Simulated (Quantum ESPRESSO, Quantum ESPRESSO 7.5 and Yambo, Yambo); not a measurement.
# KCl (Sylvite): G0W0 with Yambo, start to end

Wanted: ground state, empty states, screening and self-energy for KCl (Sylvite).

Main program and level: Quantum ESPRESSO 7.5 and Yambo 5.3.0; PBE and many-body steps on it, plane waves.

### Step 1. Set-up

It takes space group Fm-3m (No. 225, cubic). Conventional cell: a = 6.293 Å, b = 6.293 Å, c = 6.293 Å, α = 90.00°, β = 90.00°, γ = 90.00°. Nearest to K lie 6 Cl at 3.15 Å. Nearest to Cl lie 6 K at 3.15 Å. Farther neighbours and most contacts between anions are not listed.

The cell and positions come from the Crystallography Open Database and are kept as given unless a step says otherwise.

### Step 2. Ground state

This step: Quantum ESPRESSO 7.5; DFT, PBE, plane waves, norm-conserving pseudopotentials.

The ground-state density comes first.

Input file pw.in:

```
&control
  calculation = 'scf'
  prefix = 'x'
  outdir = 'o'
  pseudo_dir = 'pseudo'
/
&system
  ibrav = 0
  nat = 2
  ntyp = 2
  ecutwfc = 66.0
  nbnd = 13
  force_symmorphic = .true.
/
&electrons
  conv_thr = 1e-10
  electron_maxstep = 80
  mixing_beta = 0.5
/
ATOMIC_SPECIES
  K 39.098 K.upf
  Cl 35.45 Cl.upf
CELL_PARAMETERS angstrom
  -0.0000000000 3.1464700000 3.1464700000
  3.1464700000 0.0000000000 3.1464700000
  3.1464700000 3.1464700000 -0.0000000000
ATOMIC_POSITIONS crystal
  K 0.0000000000 0.0000000000 0.0000000000
  Cl 0.5000000000 0.5000000000 0.5000000000
K_POINTS automatic
  6 6 6 0 0 0
```

Command:

```console
$ OMP_NUM_THREADS=1 mpirun -n 4 pw.x -nk 4 -in pw.in > pw.out
```

The log of the run:

```text
Program PWSCF v.7.5 starts

     This program is part of the open-source Quantum ESPRESSO suite
     for quantum simulation of materials; please cite
         "P. Giannozzi et al., J. Phys.:Condens. Matter 21 395502 (2009);
         "P. Giannozzi et al., J. Phys.:Condens. Matter 29 465901 (2017);
         "P. Giannozzi et al., J. Chem. Phys. 152 154105 (2020);
     in publications or presentations arising from this work. More details at
     Message from routine setup:
     using ibrav=0 with symmetry is DISCOURAGED, use correct ibrav instead

     G-vector sticks info

     bravais-lattice index     =            0
     lattice parameter (alat)  =       8.4089  a.u.
     unit-cell volume          =     420.4336 (a.u.)^3
     number of atoms/cell      =            2
     number of atomic types    =            2
     number of electrons       =        16.00
     number of Kohn-Sham states=           13
     kinetic-energy cutoff     =      66.0000  Ry
     charge density cutoff     =     264.0000  Ry
     scf convergence threshold =      1.0E-10
     mixing beta               =       0.5000
     number of iterations used =            8  plain     mixing
     Exchange-correlation= PBE
                           (   1   4   3   4   0   0   0)

     celldm(1)=   8.408867  celldm(2)=   0.000000  celldm(3)=   0.000000
     celldm(4)=   0.000000  celldm(5)=   0.000000  celldm(6)=   0.000000

     crystal axes: (cart. coord. in units of alat)
               a(1) = (  -0.000000   0.707107   0.707107 )
               a(2) = (   0.707107   0.000000   0.707107 )
               a(3) = (   0.707107   0.707107  -0.000000 )

     reciprocal axes: (cart. coord. in units 2 pi/alat)
               b(1) = ( -0.707107  0.707107  0.707107 )
               b(2) = (  0.707107 -0.707107  0.707107 )
               b(3) = (  0.707107  0.707107 -0.707107 )
     Pseudo is Norm-conserving + core correction, Zval =  9.0
     Generated using ONCVPSP code by D. R. Hamann
     Using radial grid of 2222 points,  6 beta functions with:
     Pseudo is Norm-conserving + core correction, Zval =  7.0
     Generated using ONCVPSP code by D. R. Hamann
     Using radial grid of 1028 points,  6 beta functions with:
     K                 9.00    39.09800     K ( 1.00)
     Cl                7.00    35.45000     Cl( 1.00)

     48 Sym. Ops., with inversion, found

   Cartesian axes

     site n.     atom                  positions (alat units)
         1        K      tau(   1) = (   0.0000000   0.0000000   0.0000000  )
         2        Cl     tau(   2) = (   0.7071068   0.7071068   0.7071068  )

     number of k points=    16
                       cart. coord. in units 2pi/alat
        k(    1) = (   0.0000000   0.0000000   0.0000000), wk =   0.0092593
        k(    2) = (   0.1178511   0.1178511  -0.1178511), wk =   0.0740741
        k(    3) = (   0.2357023   0.2357023  -0.2357023), wk =   0.0740741
        k(    4) = (  -0.3535534  -0.3535534   0.3535534), wk =   0.0370370
        k(    5) = (   0.2357023   0.0000000  -0.0000000), wk =   0.0555556
        k(    6) = (   0.3535534   0.1178511  -0.1178511), wk =   0.2222222
        k(    7) = (  -0.2357023  -0.4714045   0.4714045), wk =   0.2222222
        k(    8) = (  -0.1178511  -0.3535534   0.3535534), wk =   0.2222222
        k(    9) = (   0.0000000  -0.2357023   0.2357023), wk =   0.1111111
        k(   10) = (   0.4714045   0.0000000  -0.0000000), wk =   0.0555556
     [... 4 further rows ...]
        k(   15) = (  -0.1178511  -0.3535534   0.5892557), wk =   0.2222222
        k(   16) = (  -0.7071068   0.2357023   0.0000000), wk =   0.1111111

     Dense  grid:    30467 G-vectors     FFT dimensions: (  45,  45,  45)

     Initial potential from superposition of free atoms

     starting charge      15.9808, renormalised to      16.0000
     Starting wfcs are    9 randomized atomic wfcs +    4 random wfcs

     per-process dynamical memory:    26.0 Mb

     Self-consistent Calculation

     iteration #  1     ecut=    66.00 Ry     beta= 0.50

     Threshold (ethr) on eigenvalues was too large:
     Diagonalizing with lowered threshold

     total energy              =     -93.17952685 Ry
     estimated scf accuracy    <       0.07164138 Ry

     iteration #  2     ecut=    66.00 Ry     beta= 0.50

     total energy              =     -93.19588016 Ry
     estimated scf accuracy    <       0.00383766 Ry

     iteration #  3     ecut=    66.00 Ry     beta= 0.50

     total energy              =     -93.19669968 Ry
     estimated scf accuracy    <       0.00086220 Ry

     iteration #  4     ecut=    66.00 Ry     beta= 0.50

     total energy              =     -93.19679294 Ry
     estimated scf accuracy    <       0.00002084 Ry

     iteration #  5     ecut=    66.00 Ry     beta= 0.50

     total energy              =     -93.19680177 Ry
     estimated scf accuracy    <       0.00000163 Ry

     iteration #  6     ecut=    66.00 Ry     beta= 0.50

     total energy              =     -93.19680250 Ry
     estimated scf accuracy    <       0.00000002 Ry

     iteration #  7     ecut=    66.00 Ry     beta= 0.50

     total energy              =     -93.19680251 Ry
     estimated scf accuracy    <       0.00000002 Ry

     iteration #  8     ecut=    66.00 Ry     beta= 0.50

     total energy              =     -93.19680252 Ry
     estimated scf accuracy    <          2.8E-09 Ry

     iteration #  9     ecut=    66.00 Ry     beta= 0.50

     End of self-consistent calculation

          k = 0.0000 0.0000 0.0000 (  3839 PWs)   bands (ev):

   -26.2911 -11.2133  -9.7514  -9.7514  -9.7514   0.9045   0.9045   0.9045
     6.0940   9.2710   9.2710   9.2711  10.1289

          k = 0.1179 0.1179-0.1179 (  3792 PWs)   bands (ev):

   -26.2884 -11.2646  -9.7537  -9.7537  -9.6867   0.5912   0.8189   0.8189
     6.7284   9.1025   9.6125   9.6126  10.4956

          k = 0.2357 0.2357-0.2357 (  3801 PWs)   bands (ev):

   -26.2831 -11.3567  -9.7583  -9.7583  -9.5673   0.0753   0.6567   0.6567
     7.9537   9.1689  10.5379  10.5379  11.4236

          k =-0.3536-0.3536 0.3536 (  3798 PWs)   bands (ev):

     [... further k-points ...]

     highest occupied, lowest unoccupied level (ev):     0.9045    6.0940

!    total energy              =     -93.19680252 Ry
     estimated scf accuracy    <          2.0E-11 Ry

     The total energy is the sum of the following terms:
     one-electron contribution =     -29.53901942 Ry
     hartree contribution      =      19.88440133 Ry
     xc contribution           =     -21.87530438 Ry
     ewald contribution        =     -61.66688005 Ry

     convergence has been achieved in   9 iterations

     XML data file, charge density, pseudopotentials, collected wavefunctions

=------------------------------------------------------------------------------=
   JOB DONE.
=------------------------------------------------------------------------------=
```

Run time: 6.7 s. Hardware: 4 MPI ranks of Intel Xeon Platinum 8259CL at 2.50GHz (Skylake/Cascade Lake), shared host; peak memory 0.28 GiB; 26 s of CPU time.

This step gave:

* total energy: -1268.0071 eV
* gap: 5.190 eV
* k of the valence top: 0, 0, 0
* k of the conduction bottom: 0, 0, 0
* least direct gap: 5.190 eV

The gap is direct, at Γ.

### Step 3. Bands along the symmetry lines

The cheap functional maps the bands first; the places of the edges decide which points the dearer methods must see.

Input file pw.in:

```
&control
  calculation = 'bands'
  prefix = 'x'
  outdir = 'o'
  pseudo_dir = 'pseudo'
/
&system
  ibrav = 0
  nat = 2
  ntyp = 2
  ecutwfc = 66.0
  nbnd = 14
  force_symmorphic = .true.
/
&electrons
  conv_thr = 1e-9
  electron_maxstep = 80
  diago_full_acc = .true.
  diago_thr_init = 5e-6
/
ATOMIC_SPECIES
  K 39.098 K.upf
  Cl 35.45 Cl.upf
CELL_PARAMETERS angstrom
  -0.0000000000 3.1464700000 3.1464700000
  3.1464700000 0.0000000000 3.1464700000
  3.1464700000 3.1464700000 -0.0000000000
ATOMIC_POSITIONS crystal
  K 0.0000000000 0.0000000000 0.0000000000
  Cl 0.5000000000 0.5000000000 0.5000000000
K_POINTS crystal
  50
  0.00000000 0.00000000 0.00000000 1
  0.06250000 0.00000000 0.06250000 1
  0.12500000 0.00000000 0.12500000 1
  0.18750000 0.00000000 0.18750000 1
  0.25000000 0.00000000 0.25000000 1
  0.31250000 0.00000000 0.31250000 1
  0.37500000 0.00000000 0.37500000 1
  0.43750000 0.00000000 0.43750000 1
  0.50000000 0.00000000 0.50000000 1
  0.51562500 0.03125000 0.51562500 1
  0.53125000 0.06250000 0.53125000 1
  0.54687500 0.09375000 0.54687500 1
  0.56250000 0.12500000 0.56250000 1
  0.57812500 0.15625000 0.57812500 1
  0.59375000 0.18750000 0.59375000 1
  0.60937500 0.21875000 0.60937500 1
  0.62500000 0.25000000 0.62500000 1
  0.37500000 0.37500000 0.75000000 1
  0.32812500 0.32812500 0.65625000 1
  0.28125000 0.28125000 0.56250000 1
  0.23437500 0.23437500 0.46875000 1
  0.18750000 0.18750000 0.37500000 1
  0.14062500 0.14062500 0.28125000 1
  0.09375000 0.09375000 0.18750000 1
  0.04687500 0.04687500 0.09375000 1
  0.00000000 0.00000000 0.00000000 1
  0.06250000 0.06250000 0.06250000 1
  0.12500000 0.12500000 0.12500000 1
  0.18750000 0.18750000 0.18750000 1
  0.25000000 0.25000000 0.25000000 1
  0.31250000 0.31250000 0.31250000 1
  0.37500000 0.37500000 0.37500000 1
  0.43750000 0.43750000 0.43750000 1
  0.50000000 0.50000000 0.50000000 1
  0.50000000 0.46875000 0.53125000 1
  0.50000000 0.43750000 0.56250000 1
  0.50000000 0.40625000 0.59375000 1
  0.50000000 0.37500000 0.62500000 1
  0.50000000 0.34375000 0.65625000 1
  0.50000000 0.31250000 0.68750000 1
  0.50000000 0.28125000 0.71875000 1
  0.50000000 0.25000000 0.75000000 1
  0.50000000 0.21875000 0.71875000 1
  0.50000000 0.18750000 0.68750000 1
  0.50000000 0.15625000 0.65625000 1
  0.50000000 0.12500000 0.62500000 1
  0.50000000 0.09375000 0.59375000 1
  0.50000000 0.06250000 0.56250000 1
  0.50000000 0.03125000 0.53125000 1
  0.50000000 0.00000000 0.50000000 1
```

The log of the run:

```text
[banner, memory and clock lines left out]
Program PWSCF v.7.5 starts

     Atomic positions and unit cell read from directory:
     o/x.save/

     Message from routine setup:
     using ibrav=0 with symmetry is DISCOURAGED, use correct ibrav instead

     G-vector sticks info

     bravais-lattice index     =            0
     lattice parameter (alat)  =       8.4089  a.u.
     unit-cell volume          =     420.4336 (a.u.)^3
     number of atoms/cell      =            2
     number of atomic types    =            2
     number of electrons       =        16.00
     number of Kohn-Sham states=           14
     kinetic-energy cutoff     =      66.0000  Ry
     charge density cutoff     =     264.0000  Ry
     Exchange-correlation= PBE
                           (   1   4   3   4   0   0   0)

     celldm(1)=   8.408867  celldm(2)=   0.000000  celldm(3)=   0.000000
     celldm(4)=   0.000000  celldm(5)=   0.000000  celldm(6)=   0.000000

     crystal axes: (cart. coord. in units of alat)
               a(1) = (  -0.000000   0.707107   0.707107 )
               a(2) = (   0.707107   0.000000   0.707107 )
               a(3) = (   0.707107   0.707107  -0.000000 )

     reciprocal axes: (cart. coord. in units 2 pi/alat)
               b(1) = ( -0.707107  0.707107  0.707107 )
               b(2) = (  0.707107 -0.707107  0.707107 )
               b(3) = (  0.707107  0.707107 -0.707107 )
     Pseudo is Norm-conserving + core correction, Zval =  9.0
     Generated using ONCVPSP code by D. R. Hamann
     Using radial grid of 2222 points,  6 beta functions with:
     Pseudo is Norm-conserving + core correction, Zval =  7.0
     Generated using ONCVPSP code by D. R. Hamann
     Using radial grid of 1028 points,  6 beta functions with:
     K                 9.00    39.09800     K ( 1.00)
     Cl                7.00    35.45000     Cl( 1.00)

     48 Sym. Ops., with inversion, found

   Cartesian axes

     site n.     atom                  positions (alat units)
         1        K      tau(   1) = (   0.0000000   0.0000000   0.0000000  )
         2        Cl     tau(   2) = (   0.7071068   0.7071068   0.7071068  )

     number of k points=    50
                       cart. coord. in units 2pi/alat
        k(    1) = (   0.0000000   0.0000000   0.0000000), wk =   0.0400000
        k(    2) = (   0.0000000   0.0883883   0.0000000), wk =   0.0400000
        k(    3) = (   0.0000000   0.1767767   0.0000000), wk =   0.0400000
[...]
[... 38 further rows ...]
        k(   49) = (   0.0441942   0.7071068   0.0000000), wk =   0.0400000
        k(   50) = (   0.0000000   0.7071068   0.0000000), wk =   0.0400000

     Dense  grid:    30467 G-vectors     FFT dimensions: (  45,  45,  45)

     The potential is recalculated from file :
     o/x.save/charge-density

     Starting wfcs are    9 randomized atomic wfcs +    5 random wfcs

     Band Structure Calculation

     End of band structure calculation

          k = 0.0000 0.0000 0.0000 (  3839 PWs)   bands (ev):

   -26.2911 -11.2133  -9.7514  -9.7514  -9.7514   0.9045   0.9045   0.9045
     6.0941   9.2710   9.2710   9.2711  10.1289  10.1289

          k = 0.0000 0.0884 0.0000 (  3795 PWs)   bands (ev):

   -26.2906 -11.2235  -9.7534  -9.7534  -9.7355   0.8263   0.8932   0.8932
     6.2225   9.1543   9.3725   9.3725  10.1594  10.2391

          k = 0.0000 0.1768 0.0000 (  3787 PWs)   bands (ev):

   -26.2890 -11.2461  -9.7594  -9.7594  -9.6999   0.6371   0.8624   0.8624
     6.5628   8.8622   9.6694   9.6694  10.2482  10.5484

          k = 0.0000 0.2652-0.0000 (  3799 PWs)   bands (ev):

[...]
k =-0.0000 0.4419 0.0000 (  3816 PWs)   bands (ev):

[...]
k = 0.0000 0.5303-0.0000 (  3812 PWs)   bands (ev):

[...]
k =-0.0000 0.6187 0.0000 (  3824 PWs)   bands (ev):

[...]
k = 0.5303 0.5303-0.0000 (  3811 PWs)   bands (ev):

[...]
k = 0.1326 0.7071-0.0000 (  3822 PWs)   bands (ev):

[...]
k = 0.0884 0.7071-0.0000 (  3826 PWs)   bands (ev):

[...]
k = 0.0442 0.7071 0.0000 (  3828 PWs)   bands (ev):

   -26.2774 -11.1181  -9.8922  -9.8078  -9.8011   0.2520   0.6713   0.6761
     7.4613   9.2775  10.9166  11.1116  11.4678  12.5497

          k = 0.0000 0.7071 0.0000 (  3812 PWs)   bands (ev):

   -26.2774 -11.1141  -9.8930  -9.8069  -9.8069   0.2489   0.6817   0.6817
     7.4343   9.2443  10.9730  11.0895  11.4859  12.5168

     XML data file, pseudopotentials, collected wavefunctions
```

It took 8 s on 4 MPI ranks; peak memory 0.25 GiB.

This step gave:

| Property | Result |
| --- | --- |
| gap | 5.190 eV |
| k of the valence top | 0, 0, 0 |
| k of the conduction bottom | 0, 0, 0 |
| least direct gap | 5.190 eV |

The gap is 5.190 eV, as in the run before at this level.

The electronic bands at the labelled points (eV, zero at the top of the highest filled band; v1 is the highest filled band, c1 the lowest empty one):

| point | v4 | v3 | v2 | v1 | c1 | c2 | c3 | c4 |
| --- | --- | --- | --- | --- | --- | --- | --- | --- |
| Γ | -10.66 | 0.00 | 0.00 | 0.00 | 5.19 | 8.37 | 8.37 | 8.37 |
| halfway | -10.58 | -0.63 | -0.13 | -0.13 | 6.64 | 7.24 | 9.66 | 9.84 |
| X | -10.71 | -0.66 | -0.22 | -0.22 | 6.53 | 8.34 | 10.07 | 10.19 |
| halfway | -10.68 | -0.63 | -0.32 | -0.24 | 6.74 | 8.60 | 9.70 | 10.36 |
| U | -10.60 | -0.56 | -0.55 | -0.29 | 7.27 | 9.07 | 9.30 | 10.07 |
| jump to K | -10.60 | -0.56 | -0.55 | -0.29 | 7.27 | 9.07 | 9.30 | 10.07 |
| halfway | -10.51 | -0.69 | -0.24 | -0.20 | 6.89 | 7.97 | 9.19 | 9.85 |
| Γ | -10.66 | 0.00 | 0.00 | 0.00 | 5.19 | 8.37 | 8.37 | 8.37 |
| halfway | -10.53 | -0.59 | -0.17 | -0.17 | 6.45 | 8.16 | 9.11 | 9.11 |
| L | -10.42 | -1.05 | -0.32 | -0.32 | 7.58 | 8.60 | 10.50 | 10.50 |
| halfway | -10.51 | -0.84 | -0.40 | -0.33 | 7.84 | 8.34 | 10.04 | 10.14 |
| W | -10.57 | -0.49 | -0.47 | -0.47 | 8.03 | 8.03 | 9.44 | 9.85 |
| halfway | -10.64 | -0.61 | -0.36 | -0.30 | 6.95 | 8.80 | 9.34 | 10.32 |
| X | -10.71 | -0.66 | -0.22 | -0.22 | 6.53 | 8.34 | 10.07 | 10.19 |

The electronic bands as a text plot (rows in eV, shown from -8.0 to 9.2 only):

```
    8.9 |+ ++          +++++    +++++ ++ ++++   +++++       +++
    8.1 |++++      ++++     ++++++++++++++++++++     +++++++   ++
    7.4 |    ++++++      +++  ++               +++++++     ++
    6.7 |     +++++++++++       +           +++              ++++
    6.0 |  +++                   ++++      +
    5.3 |++                          ++++++
    4.6 |
    3.8 |
    3.1 |
    2.4 |
    1.7 |
    1.0 |
    0.3 |*****                     ********
   -0.5 |  **************************    ************************
   -1.2 |                                      ********
   -1.9 |
   -2.6 |
   -3.3 |
   -4.1 |
   -4.8 |
   -5.5 |
   -6.2 |
   -6.9 |
   -7.6 |
         Γ           X  U|K            Γ         L        W     X
```

[end of part 1 of 2]

[Paths, hosts, dates, memory and timing lines, banners, echoed tables and standing remarks are left out of the program output.]

[Logs are printed without paths, hosts, clocks, repeated set-up lines and the standing remarks that a program may print on its own settings, such as how far it seeks lower states.]

[Runs of the session that timed out or met a known fault of the program may be left out.]

[Hosts, paths, dates, database ids (printed as entryN), source tags and the programs' standing remarks are cut or masked in the printed files.]
